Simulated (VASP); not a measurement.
# Si in VASP: a series of runs, part 2 of 2

VASP 6.6.1. Earlier steps stand in the parts before.

### Step 3. Single point, PBE

This run uses another cell than the first one: it holds 33 atoms, not 8.

INCAR

```
ALGO = Fast
EDIFF = 1E-6
ENCUT = 520
GGA = PE
ISIF = 2
ISMEAR = 0
LASPH = T
LCHARG = T
LELF = T
LREAL = Auto
LVHAR = T
LWAVE = F
NBANDS = 87
NELECT = 128.0
NELM = 100
PREC = Accurate
SIGMA = 0.02
```

KPOINTS

```
Automatic mesh
0
Gamma
  2 2 2
  0.5 0.5 0.5
```

POSCAR

```
MgSi32
1.0
    0.0000000001     -6.6706137337      6.3650227274
   -0.0000000001      6.6706137337      6.3650227274
   -7.7025612697     -0.0000000001     -6.3650227274
Si Mg
32 1
Direct
    0.4878621789      0.3208871381      0.7504921801
    0.7373699241      0.5703948833      0.2495077848
    0.1129910337      0.4465556934      0.5001772612
    0.6128136979      0.9463783576      0.4998227038
    0.9892901975      0.8226163285      0.7483580848
    0.8645677495      0.1993346575      0.0000000000
    0.3616442018      0.6932021495      0.0000000000
    0.2409320738      0.0742582047      0.2516418802
    0.7118765120      0.3729147478      0.5136203221
    0.9431512905      0.6300393216      0.0000000000
    0.3275728798      0.5084566857      0.2713326031
    0.8268597388      0.9904374910      0.2493227814
    0.1982562275      0.8592943532      0.4863796429
    0.0562403163      0.2371241223      0.7286673619
    0.5775369970      0.7411147492      0.7506771835
    0.4635895689      0.0997545311      0.0000000000
    0.6731402079      0.5095624558      0.7506771835
    0.9224630283      0.7588852761      0.2493227814
    0.3017438314      0.6407055957      0.5136203221
    0.7881234369      0.1270853111      0.4863796429
    0.1724271027     -0.0084567032      0.7286673619
    0.0364104525      0.4002454903      0.0000000000
    0.5568486952      0.8699606641      0.0000000000
    0.4437596662      0.2628758602      0.2713326031
    0.8871862489      0.5536215892      0.5001772612
    0.1383558211      0.8067979132      0.0000000000
    0.5107097492      0.6773836183      0.2516418802
    0.0121378036      0.1791128444      0.2495077848
    0.3870089488      0.0534442891      0.4998227038
    0.2590679087      0.4257417778      0.7483580848
    0.7626300227      0.9296050634      0.7504921801
    0.6354322347      0.3006652869      0.0000000000
    0.2499999714      0.2499999714      0.0000000000
```

Potentials or basis: VASP PAW PBE potentials, release 64 (Si, Mg).

Started as:

```
> cat potpaw_PBE.64/Si/POTCAR potpaw_PBE.64/Mg/POTCAR > POTCAR
> mpirun -np 1 vasp_std > vasp.out
```

OUTCAR:

```text
EDIFF = 1E-6
   ENCUT = 520
   GGA = PE
   ISIF = 2
   ISMEAR = 0
   LASPH = T
   LREAL = Auto
   NELECT = 128.0
   NELM = 100
   PREC = Accurate

 ion  position               nearest neighbor table
   1  0.488  0.321  0.750-  29 2.35  32 2.36  30 2.36  17 2.38
   2  0.737  0.570  0.250-  25 2.35  32 2.36  27 2.36  18 2.38
   3  0.113  0.447  0.500-  25 2.35  30 2.35  28 2.35  19 2.35
   4  0.613  0.946  0.500-  29 2.35  27 2.35  31 2.35  20 2.35
   5  0.989  0.823  0.748-  25 2.35  26 2.35  31 2.36  21 2.37
   6  0.865  0.199  0.000-  32 2.35  28 2.36  31 2.36  22 2.38
   7  0.362  0.693  0.000-  30 2.35  27 2.35  26 2.35  23 2.37
   8  0.241  0.074  0.252-  29 2.35  26 2.35  28 2.36  24 2.37
   9  0.712  0.373  0.514-  24 2.31  20 2.34  17 2.34  25 2.35
  10  0.943  0.630  0.000-  22 2.32  18 2.34  17 2.34  26 2.37
  11  0.328  0.508  0.271-  19 2.31  27 2.37  33 2.45  24 2.55  22 2.55
  12  0.827  0.990  0.249-  20 2.34  23 2.34  18 2.35  28 2.38
  13  0.198  0.859  0.486-  21 2.31  19 2.34  18 2.34  29 2.35
  14  0.056  0.237  0.729-  20 2.31  30 2.37  33 2.45  21 2.55  22 2.55
  15  0.578  0.741  0.751-  19 2.34  23 2.34  17 2.35  31 2.38
  16  0.464  0.100  0.000-  23 2.32  32 2.38  33 2.46  21 2.55  24 2.55
  17  0.673  0.510  0.751-   9 2.34  10 2.34  15 2.35   1 2.38
  18  0.922  0.759  0.249-  13 2.34  10 2.34  12 2.35   2 2.38
  19  0.302  0.641  0.514-  11 2.31  13 2.34  15 2.34   3 2.35
  20  0.788  0.127  0.486-  14 2.31   9 2.34  12 2.34   4 2.35
  21  0.172  0.992  0.729-  13 2.31   5 2.37  33 2.45  14 2.55  16 2.55
  22  0.036  0.400  0.000-  10 2.32   6 2.38  33 2.46  11 2.55  14 2.55
  23  0.557  0.870  0.000-  16 2.32  12 2.34  15 2.34   7 2.37
  24  0.444  0.263  0.271-   9 2.31   8 2.37  33 2.45  11 2.55  16 2.55
  25  0.887  0.554  0.500-   3 2.35   5 2.35   2 2.35   9 2.35
  26  0.138  0.807  0.000-   8 2.35   5 2.35   7 2.35  10 2.37
  27  0.511  0.677  0.252-   4 2.35   7 2.35   2 2.36  11 2.37
  28  0.012  0.179  0.250-   3 2.35   6 2.36   8 2.36  12 2.38
  29  0.387  0.053  0.500-   4 2.35   8 2.35   1 2.35  13 2.35
  30  0.259  0.426  0.748-   3 2.35   7 2.35   1 2.36  14 2.37
  31  0.763  0.930  0.750-   4 2.35   6 2.36   5 2.36  15 2.38
  32  0.635  0.301  0.000-   6 2.35   2 2.36   1 2.36  16 2.38
  33  0.250  0.250  0.000-  11 2.45  24 2.45  21 2.45  14 2.45  22 2.46  16 2.46

  LATTYP: Found a face centered orthorhombic cell.
 ALAT       =    12.7300454548
 B/A-ratio  =     1.0480109843
[... 209 lines left out ...]
 Gauss-broadening in eV      SIGMA  =   0.02
  energy-cutoff  :      520.00
  volume of cell :      654.08
 maximum number of plane-waves:     17670
 NGX is ok and might be reduce to    70

 number of electron     128.0000000 magnetization

 Free energy of the ion-electron system (eV)
  ---------------------------------------------------
  ext. energy  EPLUGINS =         0.00000000
  ---------------------------------------------------
  free energy    TOTEN  =      -184.42693922 eV

  energy without entropy =     -184.42693922  energy(sigma->0) =     -184.42693922

 E-fermi :   5.8249     XC(G=0):  -9.3731

 val. band max:        5.6945927032   @ k =  -0.2500  -0.2500   0.2500
 cond. band min:       6.4736933379   @ k =   0.2500   0.2500   0.2500
 fundamental gap:      0.7791006347
 Fermi energy:         5.8249337341

 k-point     1 :       0.2500    0.2500    0.2500
  band No.  band energies     occupation
      1      -5.3631      2.00000
      2      -5.3601      2.00000
      3      -5.1922      2.00000
      4      -5.1738      2.00000
      5      -3.9193      2.00000
      6      -3.9081      2.00000
[... 226 lines left out ...]
     75       8.1444      0.00000
     76       8.1595      0.00000
 [bands above 76 left out]

------------------------ aborting loop because EDIFF is reached ----------------------------------------

  FORCE on cell =-STRESS in cart. coord.  units (eV):
  Direction    XX          YY          ZZ          XY          YZ          ZX
  --------------------------------------------------------------------------------------
  -------------------------------------------------------------------------------------
  Total       -7.7493386     -7.8863079    -13.7169861      0.0000000     -0.0332354      0.0000000
  in kB      -18.9821023    -19.3176104    -33.5999300      0.0000000     -0.0814106      0.0000000
  external PRESSURE =     -23.9665476 kB  Pullay stress =       0.0000000 kB

 VOLUME and BASIS-vectors are now :
 -----------------------------------------------------------------------------
  energy-cutoff  :      520.00
  volume of cell :      654.08
      direct lattice vectors                 reciprocal lattice vectors
     0.000000000 -6.670613734  6.365022727    -0.064913473 -0.074955622  0.078554315
    -0.000000000  6.670613734  6.365022727    -0.064913473  0.074955622  0.078554315
    -7.702561270 -0.000000000 -6.365022727    -0.129826945 -0.000000000  0.000000000

 POSITION                                       TOTAL-FORCE (eV/Angst)
 -----------------------------------------------------------------------------------
     -5.78071     -1.11383      0.37081         0.001361     -0.003145      0.000243
     -1.92185     -1.11383      6.73583        -0.001361     -0.003145      0.000243
     -3.85265      2.22508      0.37789         0.002455      0.002190      0.003124
     -3.84992      2.22508      6.74291        -0.002455      0.002190      0.003124
     -5.76427     -1.11182      6.76951         0.002272     -0.002336     -0.005547
      0.00000     -4.43751      6.77176         0.000000     -0.002901     -0.002976
[... 25 lines left out ...]
      0.00000     -2.23310      5.95828        -0.000000      0.002901      0.002976
      0.00000      0.00000      3.18251        -0.000000      0.000000      0.000000
 -----------------------------------------------------------------------------------
    total drift:                               -0.000167      0.000001     -0.000550

  FREE ENERGIE OF THE ION-ELECTRON SYSTEM (eV)
  ---------------------------------------------------
  free  energy   TOTEN  =      -184.4269392230 eV

  energy  without entropy=     -184.4269392230  energy(sigma->0) =     -184.42693922
```

OSZICAR:

```text
N       E                     dE             d eps       ncg     rms          rms(c)
DAV:   1     0.322091284556E+03    0.32209E+03   -0.48899E+04   522   0.122E+03
DAV:   2    -0.151436061439E+03   -0.47353E+03   -0.44641E+03   631   0.177E+02
DAV:   3    -0.186133782675E+03   -0.34698E+02   -0.34024E+02   668   0.416E+01
[... 11 lines left out ...]
RMM:  15    -0.184426927265E+03    0.20374E-03   -0.96244E-04   621   0.689E-02    0.141E-01
RMM:  16    -0.184426940731E+03   -0.13466E-04   -0.36453E-04   618   0.390E-02    0.210E-02
RMM:  17    -0.184426937167E+03    0.35642E-05   -0.46929E-05   586   0.189E-02    0.852E-02
RMM:  18    -0.184426938743E+03   -0.15763E-05   -0.30272E-06   479   0.583E-03    0.747E-02
RMM:  19    -0.184426939223E+03   -0.48011E-06   -0.57251E-06   600   0.619E-03
   1 F= -.18442694E+03 E0= -.18442694E+03  d E =-.102655E-20
```

Run time: 5.1 min. Hardware: 1 thread of Intel Xeon 6975P-C (Granite Rapids), shared host; peak memory 0.77 GiB.

Results:

- Free energy: -184.4269 eV
- Largest force: 0.015 eV/Å
- Band gap on the k mesh: 0.78 eV, indirect (least direct gap 0.82 eV)

Forces on the atoms (eV/Å):
```
Si   0.001 -0.003  0.000
Si  -0.001 -0.003  0.000
Si   0.002  0.002  0.003
Si  -0.002  0.002  0.003
Si   0.002 -0.002 -0.006
Si   0.000 -0.003 -0.003
Si   0.000  0.000 -0.003
Si  -0.002 -0.002 -0.006
Si   0.004  0.001  0.000
Si   0.000 -0.002 -0.002
Si  -0.010  0.003  0.008
Si   0.002 -0.001 -0.002
Si  -0.004  0.001  0.000
Si   0.010  0.003  0.008
Si  -0.002 -0.001 -0.002
Si   0.000 -0.014  0.003
Si  -0.002  0.001  0.002
Si   0.002  0.001  0.002
Si   0.004 -0.001  0.000
Si  -0.004 -0.001  0.000
Si   0.010 -0.003 -0.008
Si   0.000  0.014 -0.003
Si   0.000  0.002  0.002
Si  -0.010 -0.003 -0.008
Si   0.002 -0.002 -0.003
Si   0.000  0.000  0.003
Si  -0.002  0.002  0.006
Si  -0.001  0.003  0.000
Si  -0.002 -0.002 -0.003
Si   0.002  0.002  0.006
Si   0.001  0.003  0.000
Si   0.000  0.003  0.003
Mg   0.000  0.000  0.000
```

Levels at points of the mesh, in eV from the valence-band top:
```tsv
k point	band 60	band 61	band 62	band 63	band 64	band 65	band 66	band 67	band 68	band 69
(0.25, 0.25, 0.25)	-1.04	-1.02	-1.01	-0.87	-0.85	0.78	0.84	1.05	1.10	1.29
```

Caveat: the cell carries a net charge on a neutralising background, which shifts energy and pressure; the cell is charged against a uniform background, so pressure and absolute levels hang on convention.

### Step 4. Single point, PBE

This run uses another cell than the first one: it holds 33 atoms, not 8.

INCAR

```
PREC = Accurate ; ENCUT = 520
EDIFF = 1E-7 ; ISMEAR = 0
SIGMA = 0.02 ; LREAL = Auto
LASPH = T ; NELM = 100
ALGO = Fast ; ISIF = 2
LWAVE = F ; LCHARG = T
GGA = PE ; LELF = T
LVHAR = T ; NBANDS = 87
NELECT = 128.0
```

KPOINTS is that of step 3.

POSCAR

```
MgSi32
1.0
    0.0000000001     -6.6706137337      6.3650227274
   -0.0000000001      6.6706137337      6.3650227274
   -7.7025612697     -0.0000000001     -6.3650227274
Si Mg
32 1
Direct
    0.4889901981      0.3220338963      0.7502409650
    0.7387494318      0.5717931299      0.2497593895
    0.1122924350      0.4474271151      0.4991851237
    0.6131074314      0.9482421115      0.5008152308
    0.9902102011      0.8235418788      0.7492290938
    0.8659754373      0.1988354743      0.0000002597
    0.3621596557      0.6941793301      0.0000002596
    0.2409813417      0.0743130193      0.2507712607
    0.7055551474      0.3716217061      0.5074103098
    0.9465145750      0.6252837130      0.0000001298
    0.3227616840      0.5034582508      0.2699663043
    0.8282745299      0.9908315364      0.2496335871
    0.1981449949      0.8642115935      0.4925900447
    0.0527956140      0.2334921808      0.7300340501
    0.5786411635      0.7411981700      0.7503668971
    0.4587933816      0.0971687851      0.0000001298
    0.6757513794      0.5103601509      0.7509930525
    0.9247584469      0.7593672185      0.2490073020
    0.3021753832      0.6437507001      0.5153466309
    0.7868288608      0.1284042877      0.4846538534
    0.1736225029     -0.0003309062      0.7387092164
    0.0422314090      0.3938029575      0.0000002596
    0.5586868006      0.8700857337      0.0000002596
    0.4349134066      0.2609599975      0.2612911380
    0.8866061795      0.5543874230      0.5005418153
    0.1378218629      0.8063583991      0.0000001298
    0.5107729702      0.6782881412      0.2529302828
    0.0128283868      0.1792788881      0.2495149253
    0.3860645201      0.0538457636      0.4994585392
    0.2578428433      0.4253580142      0.7470700717
    0.7633137250      0.9297642263      0.7504855590
    0.6365564794      0.3001463544      0.0000001298
    0.3147756410      0.3146695039      0.0000002597
```

Potentials or basis: VASP PAW PBE potentials, release 64 (Si, Mg).

Started as:

```
> cat potpaw_PBE.64/Si/POTCAR potpaw_PBE.64/Mg/POTCAR > POTCAR
> mpirun -np 1 vasp_std > vasp.out
```

OUTCAR:

```text
PREC = Accurate
   ENCUT = 520
   EDIFF = 1E-7
   ISMEAR = 0
   LREAL = Auto
   LASPH = T
   NELM = 100
   ISIF = 2
   GGA = PE
   NELECT = 128.0

 ion  position               nearest neighbor table
   1  0.489  0.322  0.750-  29 2.35  32 2.37  30 2.37  17 2.38
   2  0.739  0.572  0.250-  25 2.35  32 2.37  27 2.37  18 2.38
   3  0.112  0.447  0.499-  25 2.35  30 2.35  28 2.35  19 2.36
   4  0.613  0.948  0.501-  29 2.35  27 2.35  31 2.35  20 2.36
[... 510 lines left out ...]
  Total      -11.3693470    -11.2257821    -14.5080363      0.0000000     -0.0351715      0.0000000
  in kB      -27.8493585    -27.4976945    -35.5376172      0.0000000     -0.0861530      0.0000000
  external PRESSURE =     -30.2948901 kB  Pullay stress =       0.0000000 kB

 VOLUME and BASIS-vectors are now :
 -----------------------------------------------------------------------------
  energy-cutoff  :      520.00
  volume of cell :      654.08
      direct lattice vectors                 reciprocal lattice vectors
     0.000000000 -6.670613734  6.365022727    -0.064913473 -0.074955622  0.078554315
    -0.000000000  6.670613734  6.365022727    -0.064913473  0.074955622  0.078554315
    -7.702561270 -0.000000000 -6.365022727    -0.129826945 -0.000000000  0.000000000

 POSITION                                       TOTAL-FORCE (eV/Angst)
 -----------------------------------------------------------------------------------
     -5.77878     -1.11370      0.38689         0.003834     -0.005291     -0.014023
     -1.92379     -1.11370      6.75191        -0.003834     -0.005291     -0.014023
     -3.84500      2.23555      0.38530         0.016302      0.016860     -0.025939
     -3.85756      2.23555      6.75032        -0.016302      0.016860     -0.025939
     -5.77098     -1.11178      6.77571        -0.009201     -0.002943     -0.034792
     -0.00000     -4.45023      6.77754         0.000000     -0.027686     -0.032646
[... 25 lines left out ...]
     -0.00000     -2.24406      5.96213         0.000000     -0.021852     -0.036501
     -0.00000     -0.00071      4.00643         0.000000     -0.007667      1.366921
 -----------------------------------------------------------------------------------
    total drift:                                0.002284     -0.007836     -0.000576

  FREE ENERGIE OF THE ION-ELECTRON SYSTEM (eV)
  ---------------------------------------------------
  free  energy   TOTEN  =      -185.2322992047 eV

  energy  without entropy=     -185.2322992047  energy(sigma->0) =     -185.23229920
```

OSZICAR:

```text
N       E                     dE             d eps       ncg     rms          rms(c)
DAV:   1     0.320928574126E+03    0.32093E+03   -0.48898E+04   522   0.122E+03
DAV:   2    -0.152117624916E+03   -0.47305E+03   -0.44564E+03   631   0.177E+02
DAV:   3    -0.186844512273E+03   -0.34727E+02   -0.34067E+02   668   0.415E+01
[... 17 lines left out ...]
RMM:  21    -0.185232298365E+03   -0.60973E-06   -0.52514E-06   652   0.662E-03    0.365E-02
RMM:  22    -0.185232298773E+03   -0.40756E-06   -0.12182E-06   615   0.313E-03    0.288E-02
RMM:  23    -0.185232299392E+03   -0.61849E-06   -0.91731E-07   584   0.240E-03    0.167E-02
RMM:  24    -0.185232299150E+03    0.24178E-06   -0.55113E-07   595   0.157E-03    0.137E-02
RMM:  25    -0.185232299205E+03   -0.54986E-07   -0.11877E-07   360   0.913E-04
   1 F= -.18523230E+03 E0= -.18523230E+03  d E =-.393532E-17
```

Run time: 6.8 min. Hardware: 1 thread of Intel Xeon 6975P-C (Granite Rapids), shared host; peak memory 0.73 GiB.

What came out:

- Free energy: -185.2323 eV
- Largest force: 1.367 eV/Å
- Band gap on the k mesh: 0.66 eV, indirect (least direct gap 0.79 eV)

Forces on the atoms (eV/Å):
```
Si   0.004 -0.005 -0.014
Si  -0.004 -0.005 -0.014
Si   0.016  0.017 -0.026
Si  -0.016  0.017 -0.026
Si  -0.009 -0.003 -0.035
Si   0.000 -0.028 -0.033
Si   0.000  0.005 -0.026
Si   0.009 -0.003 -0.035
Si   0.085  0.057 -0.058
Si   0.000 -0.092 -0.061
Si   0.016 -0.006 -0.127
Si   0.000 -0.016 -0.026
Si  -0.085  0.057 -0.058
Si  -0.016 -0.006 -0.127
Si   0.000 -0.016 -0.026
Si   0.000  0.020 -0.119
Si  -0.005 -0.022 -0.008
Si   0.005 -0.022 -0.008
Si  -0.020  0.025 -0.024
Si   0.020  0.025 -0.024
Si  -0.136  0.082 -0.049
Si   0.000 -0.144 -0.043
Si   0.000 -0.022 -0.022
Si   0.136  0.082 -0.049
Si  -0.006  0.012 -0.044
Si   0.000 -0.002 -0.049
Si  -0.019  0.009 -0.044
Si  -0.001 -0.005 -0.033
Si   0.006  0.012 -0.044
Si   0.019  0.009 -0.044
Si   0.001 -0.005 -0.033
Si   0.000 -0.022 -0.037
Mg   0.000 -0.008  1.367
```

Caveat: the cell carries a net charge on a neutralising background, which shifts energy and pressure; the cell is charged against a uniform background, so pressure and absolute levels hang on convention.
